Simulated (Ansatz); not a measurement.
**Al: a line through an energy map, part 1 of 2**

Aim: follow the energy of Al (Im-3m, No. 229; 1 atom in the cell) along one coordinate, volume per atom, with the other held at c/a of the conventional cell = 0.861.

Program: Ansatz 0.2.0. Level of theory: DFT PBE, scalar-relativistic, plane waves, PAW. These are calculated values, not measurements.

26 further runs of the same task are left out: 26 set aside as unsound or not needed.

## Step 1: The starting structure

Symmetry: Im-3m, No. 229, cubic system. The conventional cell has a = 3.235 Å, b = 3.235 Å, c = 3.235 Å, α = 90.00°, β = 90.00°, γ = 90.00°. Al (site symmetry m-3m) is surrounded by 8 Al at 2.80 Å.

Structure file:

```xyz
1
Lattice="-1.6175 1.6175 1.6175 1.6175 -1.6175 1.6175 1.6175 1.6175 -1.6175" Properties=species:S:1:pos:R:3 pbc="T T T"
Al    0.0000    0.0000    0.0000
```

It goes back to an entry of the Materials Project, which need not be the stable form.

It is the result of an earlier relaxation at this level (volume 16.93 Å³/atom; gap on the mesh: none (metal)).

## Step 2: The scan

The energy is mapped over volume and the cell's shape.

First coordinate, volume per atom: 7 values from 15.57 to 18.28 Å³. Second coordinate, c/a of the conventional cell: 9 values from 0.861 to 1.566.

Nothing else is relaxed (symmetry fixes all fractional coordinates). Energies count from the relaxed crystal. Points are written as (first, second).

## Step 3: The run at (16.02 Å³, 0.861)

Input file input.yaml:

```yaml
crystal:
  lattice:
    - [-1.6693395209, 1.6693395209, 1.4376351954]
    - [1.6693395209, -1.6693395209, 1.4376351954]
    - [1.6693395209, 1.6693395209, -1.4376351954]
  atoms:
    - { symbol: Al, position: [0.0, 0.0, 0.0] }
basis:
  ecutwfc: 420
kpoints:
  mp_grid: { grid: [22, 22, 22] }
hamiltonian:
  xc: pbe
scf:
  occupations: { method: gaussian, width: 0.15 }
output:
  forces: true
  stress: true
  eigenvalues: true
```

Run with:

```sh
ansatz run input.yaml --threads 1 --pin off --max-ram 2048MiB --backend cpu --events-out ev --progress --plain --runs-dir out
```

Log:

```text
Warning: RAYON_NUM_THREADS=1 ignored (pool sized by the plan → 1); use --threads N
Engine: ansatz 0.2.0, x86_64-unknown-linux-gnu
Pseudopotentials: kind: paw
Pseudopotential: Al, paw, valence charge 3, recommended cutoff 420 eV (normal), Al.paw.azcp
Functional definition: PBE
  parameter kappa = 0.804
  parameter beta = 0.06672455060314922
  exchange = pbe_x(kappa = kappa, mu = beta*pi^2/3)
  correlation = pbe_c(beta = beta)
Crystal: 1 atoms, lattice volume = 16.025 Å³
Basis set: ecut = 420 eV, 313 PW (Γ), exchange–correlation on 40×40×40 points (8 copies of the dense FFT grid, shifted against one another)
Bands: 6, of which v1, the nominal top of the filled ones, is band 2 counted from 1 (1 counted from 0)
Symmetry: 16 space group operations
Space group: I4/mmm (ITA 139), of the structure as read, at distance tolerance 2.5e-5 Å
k-points: 834 of 10648
Non-local potential: Al, projectors of the file, l = 0: 2, l = 1: 2, l = 2: 1
PAW form: soft (Blöchl's): semilocal exchange-correlation on the pseudo side does not see the compensation charge
PAW one-centre angular grid: Al, 110 points (default); XC on 64 Gauss nodes
Initial density: superposition of atomic densities (neutral atoms: chi_scale 0, normalization atom), corrected by the library's trained network
Initial wavefunctions: pseudopotential atomic-orbital guess
Functional: x = pbe(κ = 0.804, μ = 0.2195149727645171), c = pbe(β = 0.06672455060314922)
SCF iter   1: F=—  HF=-537.414611 eV  |F-HF|=—  |Δ(HF+E_count)|=         —  Δρ=8.77e-4  dr2=9.64e-5  ethr=1.77e-3  ⟨swp⟩=4.6  Hψ=42620  notcnv=0
preconditioner: auto → none  [metal: Δε(μ)=0.028 eV  Ē_g=13.476 eV  σ=0.150 eV  W_gap=0.10  n_scr=0 (ndim 8)  ℏωp=16.1 eV  f_vac=0.000  D(μ)=0.43/eV (n_scr^D=0)]
SCF iter   2: F=—  HF=-537.414612 eV  |F-HF|=—  |Δ(HF+E_count)|=   4.83e-7  Δρ=4.22e-4  dr2=2.12e-5  ethr=3.21e-6  ⟨swp⟩=1.5  Hψ=12206  notcnv=0
iter 3 did not close the SCF: its close was put off for the readings that it lacked (scf_convergence_deferred on its scf_iter line)
SCF iter   3: F=-537.414616 eV  HF=-537.414616 eV  |F-HF|=1.52e-9  |Δ(HF+E_count)|=   3.87e-6  Δρ=1.96e-5  dr2=5.10e-8  ethr=7.05e-7  ⟨swp⟩=1.0  Hψ=4690  notcnv=0
iter 4 did not close the SCF: its close was put off for the readings that it lacked (scf_convergence_deferred on its scf_iter line)
SCF iter   4: F=-537.414616 eV  HF=-537.414616 eV  |F-HF|=2.07e-10  |Δ(HF+E_count)|=   1.55e-9  Δρ=3.95e-6  dr2=1.85e-9  ethr=1.70e-9  ⟨swp⟩=2.0  Hψ=5881  notcnv=0
iter 5 did not close the SCF: its close was put off for the readings that it lacked (scf_convergence_deferred on its scf_iter line)
SCF iter   5: F=-537.414616 eV  HF=-537.414616 eV  |F-HF|=8.75e-12  |Δ(HF+E_count)|=  2.89e-10  Δρ=5.77e-7  dr2=4.67e-11  ethr=6.18e-11  ⟨swp⟩=1.0  Hψ=4691  notcnv=0
SCF iter   6: F=-537.414616 eV  HF=-537.414616 eV  |F-HF|=2.27e-13  |Δ(HF+E_count)|=  5.91e-12  Δρ=3.50e-8  dr2=1.75e-13  ethr=1.56e-12  ⟨swp⟩=2.0  Hψ=16208  notcnv=0
SCF 1 converged in 6 iterations: F = -537.414616 eV  dr2 = 1.75e-13
SCF converged after 6 iterations
Free energy (F): -537.414616 eV
Harris-Foulkes:  -537.414616 eV  (|F-HF|=2.27e-13)
Internal energy: -537.409730 eV  (E = F + TS)
E sigma→0 (E₀):  -537.412173 eV
Entropy (-TS):   -0.004886 eV (-4.886 meV/atom)
Fermi energy:    8.245891 eV
--- Per-component energies (eV) ---
  E_band       = 11.274949
  E_kinetic    = 23.208755
  E_local      = 10.265577  (includes V_loc(G=0)·N_el)
  E_nonlocal   = 10.542990
  E_hartree    = 0.096205
  E_xc         = -39.934988
  E_vxc        = -29.209845  (∫ρ·V_xc dr)
  E_paw        = -467.407378  (= ΣΔE_a)
  E_vpaw       = -3.724936  (= ΣTr[D̂ρ^β])
  E_aug_tail   = -0.000002  (compensation charges beyond the density's cutoff)
  E_ewald      = -74.180889
  E_smearing   = -0.004886  (= −TS)
  E_closure    = 0.000000  (closes the sum)
  Σ components = -537.414616   (vs F -537.414616, Δ=0.00e0)
--- Forces (eV/Å), atoms counted from 1 ---
  atom   1  Al    -0.00000000     0.00000000     0.00000000
  max |Σ_I F_I| component: 5.39e-33 eV/Å
--- Stress (GPa, compression-positive) ---
        4.932763       0.000000       0.000000
        0.000000       4.932763       0.000000
       -0.000000      -0.000000       3.308738
  P = ⅓ Tr σ = 4.3914 GPa (43.914 kbar)
--- Band table (eV; the first three rows and the last of 834) ---
  k-point 0: bands = ["-3.0821", "19.3832", "21.8663", "21.8663", "22.5323", "23.1643"]
  k-point 1: bands = ["-3.0273", "18.6562", "21.5741", "21.8991", "22.8081", "22.9843"]
  k-point 2: bands = ["-2.8629", "17.1234", "21.4900", "21.9943", "22.1657", "22.5274"]
  k-point 833: bands = ["8.8453", "8.8453", "10.4234", "10.5573", "13.3616", "15.8176"]
```

Wall time 3.2 s (1 thread of Intel Xeon Platinum 8488C (Sapphire Rapids), shared host); peak memory 0.43 GiB.

On the map this point reads −4.4 meV/atom.

## Step 4: Grid point (16.48 Å³, 0.861)

Input file input.yaml:

```yaml
crystal:
  lattice:
    - [-1.6848552296, 1.6848552296, 1.4509973238]
    - [1.6848552296, -1.6848552296, 1.4509973238]
    - [1.6848552296, 1.6848552296, -1.4509973238]
  atoms:
    - { symbol: Al, position: [0.0, 0.0, 0.0] }
basis:
  ecutwfc: 420
kpoints:
  mp_grid: { grid: [22, 22, 22] }
hamiltonian:
  xc: pbe
scf:
  occupations: { method: gaussian, width: 0.15 }
output:
  forces: true
  stress: true
  eigenvalues: true
```

Run with:

```sh
ansatz run input.yaml --threads 1 --pin off --max-ram 2048MiB --backend cpu --events-out ev --progress --plain --runs-dir out
```

Log:

```text
Warning: RAYON_NUM_THREADS=1 ignored (pool sized by the plan → 1); use --threads N
Engine: ansatz 0.2.0, x86_64-unknown-linux-gnu
Pseudopotentials: kind: paw
Pseudopotential: Al, paw, valence charge 3, recommended cutoff 420 eV (normal), Al.paw.azcp
Functional definition: PBE
  parameter kappa = 0.804
  parameter beta = 0.06672455060314922
  exchange = pbe_x(kappa = kappa, mu = beta*pi^2/3)
  correlation = pbe_c(beta = beta)
Crystal: 1 atoms, lattice volume = 16.476 Å³
Basis set: ecut = 420 eV, 345 PW (Γ), exchange–correlation on 40×40×40 points (8 copies of the dense FFT grid, shifted against one another)
Bands: 6, of which v1, the nominal top of the filled ones, is band 2 counted from 1 (1 counted from 0)
Symmetry: 16 space group operations
Space group: I4/mmm (ITA 139), of the structure as read, at distance tolerance 2.5e-5 Å
k-points: 834 of 10648
Non-local potential: Al, projectors of the file, l = 0: 2, l = 1: 2, l = 2: 1
PAW form: soft (Blöchl's): semilocal exchange-correlation on the pseudo side does not see the compensation charge
PAW one-centre angular grid: Al, 110 points (default); XC on 64 Gauss nodes
Initial density: superposition of atomic densities (neutral atoms: chi_scale 0, normalization atom), corrected by the library's trained network
Initial wavefunctions: pseudopotential atomic-orbital guess
Functional: x = pbe(κ = 0.804, μ = 0.2195149727645171), c = pbe(β = 0.06672455060314922)
SCF iter   1: F=—  HF=-537.423582 eV  |F-HF|=—  |Δ(HF+E_count)|=         —  Δρ=8.18e-4  dr2=8.51e-5  ethr=1.77e-3  ⟨swp⟩=4.6  Hψ=42470  notcnv=0
preconditioner: auto → none  [metal: Δε(μ)=0.008 eV  Ē_g=13.233 eV  σ=0.150 eV  W_gap=0.03  n_scr=0 (ndim 8)  ℏωp=15.8 eV  f_vac=0.000  D(μ)=0.45/eV (n_scr^D=0)]
SCF iter   2: F=—  HF=-537.423587 eV  |F-HF|=—  |Δ(HF+E_count)|=   5.27e-6  Δρ=3.99e-4  dr2=1.95e-5  ethr=2.84e-6  ⟨swp⟩=1.6  Hψ=12236  notcnv=0
iter 3 did not close the SCF: its close was put off for the readings that it lacked (scf_convergence_deferred on its scf_iter line)
SCF iter   3: F=-537.423592 eV  HF=-537.423592 eV  |F-HF|=1.22e-8  |Δ(HF+E_count)|=   4.14e-6  Δρ=1.88e-5  dr2=5.63e-8  ethr=6.49e-7  ⟨swp⟩=1.0  Hψ=4691  notcnv=0
iter 4 did not close the SCF: its close was put off for the readings that it lacked (scf_convergence_deferred on its scf_iter line)
SCF iter   4: F=-537.423592 eV  HF=-537.423592 eV  |F-HF|=1.03e-10  |Δ(HF+E_count)|=   7.66e-9  Δρ=3.43e-6  dr2=1.53e-9  ethr=1.88e-9  ⟨swp⟩=2.0  Hψ=5870  notcnv=0
iter 5 did not close the SCF: its close was put off for the readings that it lacked (scf_convergence_deferred on its scf_iter line)
SCF iter   5: F=-537.423592 eV  HF=-537.423592 eV  |F-HF|=2.96e-12  |Δ(HF+E_count)|=  1.69e-10  Δρ=5.54e-7  dr2=4.26e-11  ethr=5.11e-11  ⟨swp⟩=1.0  Hψ=4717  notcnv=0
SCF iter   6: F=-537.423592 eV  HF=-537.423592 eV  |F-HF|=0.00e0  |Δ(HF+E_count)|=  4.55e-13  Δρ=4.47e-8  dr2=3.03e-13  ethr=1.42e-12  ⟨swp⟩=2.0  Hψ=16161  notcnv=0
SCF 1 converged in 6 iterations: F = -537.423592 eV  dr2 = 3.03e-13
SCF converged after 6 iterations
Free energy (F): -537.423592 eV
Harris-Foulkes:  -537.423592 eV  (|F-HF|=0.00e0)
Internal energy: -537.418576 eV  (E = F + TS)
E sigma→0 (E₀):  -537.421084 eV
Entropy (-TS):   -0.005015 eV (-5.015 meV/atom)
Fermi energy:    7.948842 eV
--- Per-component energies (eV) ---
  E_band       = 10.626732
  E_kinetic    = 22.781124
  E_local      = 9.826345  (includes V_loc(G=0)·N_el)
  E_nonlocal   = 10.491016
  E_hartree    = 0.091258
  E_xc         = -39.751496
  E_vxc        = -28.970358  (∫ρ·V_xc dr)
  E_paw        = -467.359058  (= ΣΔE_a)
  E_vpaw       = -3.683908  (= ΣTr[D̂ρ^β])
  E_aug_tail   = -0.000002  (compensation charges beyond the density's cutoff)
  E_ewald      = -73.497763
  E_smearing   = -0.005015  (= −TS)
  E_closure    = 0.000000  (closes the sum)
  Σ components = -537.423592   (vs F -537.423592, Δ=0.00e0)
--- Forces (eV/Å), atoms counted from 1 ---
  atom   1  Al     0.00000000     0.00000000     0.00000000
  max |Σ_I F_I| component: 4.93e-32 eV/Å
--- Stress (GPa, compression-positive) ---
        2.615406      -0.000000       0.000000
       -0.000000       2.615406      -0.000000
        0.000000       0.000000       0.894258
  P = ⅓ Tr σ = 2.0417 GPa (20.417 kbar)
--- Band table (eV; the first three rows and the last of 834) ---
  k-point 0: bands = ["-3.1816", "18.9665", "21.2397", "21.2397", "22.0589", "22.6736"]
  k-point 1: bands = ["-3.1278", "18.2213", "21.0659", "21.2717", "22.2774", "22.4981"]
  k-point 2: bands = ["-2.9665", "16.6942", "21.0271", "21.3617", "21.6083", "22.0516"]
  k-point 833: bands = ["8.5340", "8.5340", "10.1902", "10.2038", "12.9494", "15.2716"]
```

It took 3.2 s on 1 thread of Intel Xeon Platinum 8488C (Sapphire Rapids), shared host; peak memory 0.43 GiB.

Energy on the map's scale: −13 meV/atom.

## Step 5: Variant: mp_grid.shift [0.5, 0.5, 0.5], scf.algorithm direct_min

Changes to input.yaml since step 4:

```diff
@@ -10,3 +10,3 @@
 kpoints:
-  mp_grid: { grid: [22, 22, 22] }
+  mp_grid: { grid: [22, 22, 22], shift: [0.5, 0.5, 0.5] }
 hamiltonian:
@@ -15,5 +15,6 @@
   occupations: { method: gaussian, width: 0.15 }
+  algorithm: direct_min
 output:
   forces: true
+  eigenvalues: true
   stress: true
-  eigenvalues: true
```

Run with:

```sh
ansatz run input.yaml --threads 1 --pin off --max-ram 2048MiB --backend cpu --events-out ev --progress --plain --runs-dir out
```

Log:

```text
Warning: RAYON_NUM_THREADS=1 ignored (pool sized by the plan → 1); use --threads N
Engine: ansatz 0.2.0, x86_64-unknown-linux-gnu
Pseudopotentials: kind: paw
Pseudopotential: Al, paw, valence charge 3, recommended cutoff 420 eV (normal), Al.paw.azcp
Functional definition: PBE
  parameter kappa = 0.804
  parameter beta = 0.06672455060314922
  exchange = pbe_x(kappa = kappa, mu = beta*pi^2/3)
  correlation = pbe_c(beta = beta)
Crystal: 1 atoms, lattice volume = 16.476 Å³
Basis set: ecut = 420 eV, 345 PW (Γ), exchange–correlation on 40×40×40 points (8 copies of the dense FFT grid, shifted against one another)
Bands: 6, of which v1, the nominal top of the filled ones, is band 2 counted from 1 (1 counted from 0)
Symmetry: 16 space group operations
Space group: I4/mmm (ITA 139), of the structure as read, at distance tolerance 2.5e-5 Å
k-points: 828 of 10648
Non-local potential: Al, projectors of the file, l = 0: 2, l = 1: 2, l = 2: 1
PAW form: soft (Blöchl's): semilocal exchange-correlation on the pseudo side does not see the compensation charge
PAW one-centre angular grid: Al, 110 points (default); XC on 64 Gauss nodes
Initial density: superposition of atomic densities (neutral atoms: chi_scale 0, normalization atom), corrected by the library's trained network
Initial wavefunctions: pseudopotential atomic-orbital guess
Functional: x = pbe(κ = 0.804, μ = 0.2195149727645171), c = pbe(β = 0.06672455060314922)
SCF iter   1: F=—  HF=-537.423871 eV  |F-HF|=—  |Δ(HF+E_count)|=         —  Δρ=8.06e-4  dr2=8.18e-5  ethr=1.77e-3  ⟨swp⟩=6.3  Hψ=25259  notcnv=0
preconditioner: auto → none  [metal: Δε(μ)=0.038 eV  Ē_g=13.233 eV  σ=0.150 eV  W_gap=0.14  n_scr=0 (ndim 8)  ℏωp=15.8 eV  f_vac=0.000  D(μ)=0.42/eV (n_scr^D=0)]
iter 2 solved again at ethr=2.95e-9 eV; its pass at ethr=2.73e-6 eV (dr2=8.85e-8 eV) is discarded
SCF iter   2: F=—  HF=-537.423889 eV  |F-HF|=—  |Δ(HF+E_count)|=   1.76e-5  Δρ=2.76e-5  dr2=1.16e-7  ethr=2.95e-9  ⟨swp⟩=4.6  Hψ=16066  notcnv=0  defer=1
SCF iter   3: F=-537.423889 eV  HF=-537.423889 eV  |F-HF|=1.38e-10  |Δ(HF+E_count)|=   5.28e-8  Δρ=1.18e-6  dr2=2.11e-10  ethr=2.95e-9  ⟨swp⟩=2.0  Hψ=6289  notcnv=0  defer=3
the search or the solves at the SCF's close seem to have found levels that the self-consistency loop had missed (the run counts 5). By its estimate they hold under 1e-12 electrons; where the run keeps them, the occupations were computed again with them
SCF 1 converged in 3 iterations: F = -537.423889 eV  dr2 = 2.11e-10
  Residual-converged pass: ⟨swp⟩=2.7  Hψ=7250  notcnv=0  max |occ|·‖R‖ = 6.7e-6 eV (tolerance 6.7e-6 eV)  dr2=2.96e-10  dr2_onsite=7.00e-11  max |Δocc| = 3.6e-9
SCF converged after 3 iterations
Stability not checked: this state was not tested for a lower state beside it, because a direct minimisation reached the state, and no test of it is asked (direct_minimisation; see scf.lower_state_search)
Free energy (F): -537.423889 eV
Harris-Foulkes:  -537.423889 eV  (|F-HF|=1.38e-10)
Internal energy: -537.419140 eV  (E = F + TS)
E sigma→0 (E₀):  -537.421514 eV
Entropy (-TS):   -0.004749 eV (-4.749 meV/atom)
Fermi energy:    7.936672 eV
--- Per-component energies (eV) ---
  E_band       = 10.626158
  E_kinetic    = 22.779530
  E_local      = 9.824285  (includes V_loc(G=0)·N_el)
  E_nonlocal   = 10.495031
  E_hartree    = 0.091146
  E_xc         = -39.751917
  E_vxc        = -28.970624  (∫ρ·V_xc dr)
  E_paw        = -467.359449  (= ΣΔE_a)
  E_vpaw       = -3.684360  (= ΣTr[D̂ρ^β])
  E_aug_tail   = -0.000002  (compensation charges beyond the density's cutoff)
  E_ewald      = -73.497763
  E_smearing   = -0.004749  (= −TS)
  E_closure    = 0.000000  (closes the sum)
  Σ components = -537.423889   (vs F -537.423889, Δ=0.00e0)
--- Forces (eV/Å), atoms counted from 1 ---
  atom   1  Al     0.00000000     0.00000000    -0.00000000
  max |Σ_I F_I| component: 4.24e-33 eV/Å
--- Stress (GPa, compression-positive) ---
        2.676720       0.000000      -0.000000
        0.000000       2.676720      -0.000000
        0.000000      -0.000000       0.869641
  P = ⅓ Tr σ = 2.0744 GPa (20.744 kbar)
--- Band table (eV; the first three rows and the last of 828) ---
  k-point 0: bands = ["-3.0915", "18.2546", "21.0397", "21.1906", "21.6338", "22.1662"]
  k-point 1: bands = ["-2.9302", "16.7260", "20.7314", "21.1086", "21.4287", "21.8327"]
  k-point 2: bands = ["-2.6618", "15.0211", "20.2306", "20.7070", "21.4363", "21.7684"]
  k-point 827: bands = ["8.0178", "8.5578", "10.2240", "10.7460", "12.9723", "15.3083"]
```

It took 4.9 s on 1 thread of Intel Xeon Platinum 8488C (Sapphire Rapids), shared host; peak memory 0.48 GiB.

| run | ending | energy change | pressure (GPa) | gap (eV) | force (eV/Å) | cycles | time |
| --- | --- | --- | --- | --- | --- | --- | --- |
| step 4 | converged | 0 | 2.0 | 0.00 | 0.00 | 6 | 3.2 s |
| variant | converged | -0.3 meV/atom | 2.1 | 0.00 | 0.00 | 3 | 4.9 s |

Changing the k-point mesh and solver leaves the energy as it was (-0.3 meV/atom). Cost: 3 SCF cycles against 6, 4.9 s against 3.2 s.

## Step 6: Grid point (16.93 Å³, 0.861)

Input file input.yaml:

```yaml
crystal:
  lattice:
    - [-1.7001178679, 1.7001178679, 1.4641415078]
    - [1.7001178679, -1.7001178679, 1.4641415078]
    - [1.7001178679, 1.7001178679, -1.4641415078]
  atoms:
    - { symbol: Al, position: [0.0, 0.0, 0.0] }
basis:
  ecutwfc: 420
kpoints:
  mp_grid: { grid: [22, 22, 22] }
hamiltonian:
  xc: pbe
scf:
  occupations: { method: gaussian, width: 0.15 }
output:
  forces: true
  stress: true
  eigenvalues: true
```

Run with:

```sh
ansatz run input.yaml --threads 1 --pin off --max-ram 2048MiB --backend cpu --events-out ev --progress --plain --runs-dir out
```

Log:

```text
[... 31 lines left out ...]
SCF 1 converged in 6 iterations: F = -537.426416 eV  dr2 = 2.39e-14
SCF converged after 6 iterations
Free energy (F): -537.426416 eV
Harris-Foulkes:  -537.426416 eV  (|F-HF|=1.14e-13)
Internal energy: -537.421270 eV  (E = F + TS)
E sigma→0 (E₀):  -537.423843 eV
Entropy (-TS):   -0.005146 eV (-5.146 meV/atom)
Fermi energy:    7.664524 eV
--- Per-component energies (eV) ---
  E_band       = 10.008305
  E_kinetic    = 22.376529
  E_local      = 9.395079  (includes V_loc(G=0)·N_el)
  E_nonlocal   = 10.447508
  E_hartree    = 0.087942
  E_xc         = -39.575670
  E_vxc        = -28.740375  (∫ρ·V_xc dr)
  E_paw        = -467.314713  (= ΣΔE_a)
  E_vpaw       = -3.646318  (= ΣTr[D̂ρ^β])
  E_aug_tail   = -0.000002  (compensation charges beyond the density's cutoff)
  E_ewald      = -72.837944
  E_smearing   = -0.005146  (= −TS)
  E_closure    = 0.000000  (closes the sum)
  Σ components = -537.426416   (vs F -537.426416, Δ=0.00e0)
--- Forces (eV/Å), atoms counted from 1 ---
  atom   1  Al     0.00000000     0.00000000     0.00000000
  max |Σ_I F_I| component: 2.12e-33 eV/Å
--- Stress (GPa, compression-positive) ---
        0.600795       0.000000       0.000000
        0.000000       0.600795      -0.000000
       -0.000000       0.000000      -1.171472
  P = ⅓ Tr σ = 0.0100 GPa (0.100 kbar)
--- Band table (eV; the first three rows and the last of 834) ---
  k-point 0: bands = ["-3.2754", "18.5680", "20.6410", "20.6410", "21.6060", "22.2047"]
  k-point 1: bands = ["-3.2226", "17.8031", "20.5753", "20.6710", "21.7623", "22.0331"]
  k-point 2: bands = ["-3.0641", "16.2825", "20.5834", "20.7565", "21.0703", "21.5965"]
  k-point 833: bands = ["8.2381", "8.2381", "9.8586", "9.9671", "12.5566", "14.7606"]
```

Run time: 3.7 s. Hardware: 1 thread of Intel Xeon Platinum 8488C (Sapphire Rapids), shared host; peak memory 0.44 GiB.

That is −16 meV/atom from the zero.

(Continued in part 2 of 2.)
